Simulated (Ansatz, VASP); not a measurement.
# S in VASP and in Ansatz

```
S
1.0
     0.00000    2.84073    2.84073
     2.84073    0.00000    2.84073
     2.84073    2.84073    0.00000
S
2
Direct
  0.87500 0.87500 0.87500
  0.12500 0.12500 0.12500
```

Alike in both runs: functional PBEsol; k mesh 13 × 13 × 13; occupations fermi-dirac, width 0.05 eV; no spin polarisation.

Ansatz relaxed the structure, and its values are those at the end. VASP's run is a single point on that final structure, the one shown.

|  | VASP | Ansatz |
| --- | --- | --- |
| version | VASP 6.6.1 | Ansatz 0.2.0 |
| potentials or method | VASP PAW PBE potentials, release 64 (S) | PAW with Ansatz's default frozen-core files, scalar-relativistic |
| plane-wave cutoff (eV) | 520 | 420 |
| valence electrons in the cell | 12 | 12 |

```tsv
	VASP	Ansatz	Ansatz less VASP
pressure (GPa)	0.1	0.0	-0.06
```

Caveats: the PAW data sets were made with another functional, which shifts forces and pressure a little (VASP).
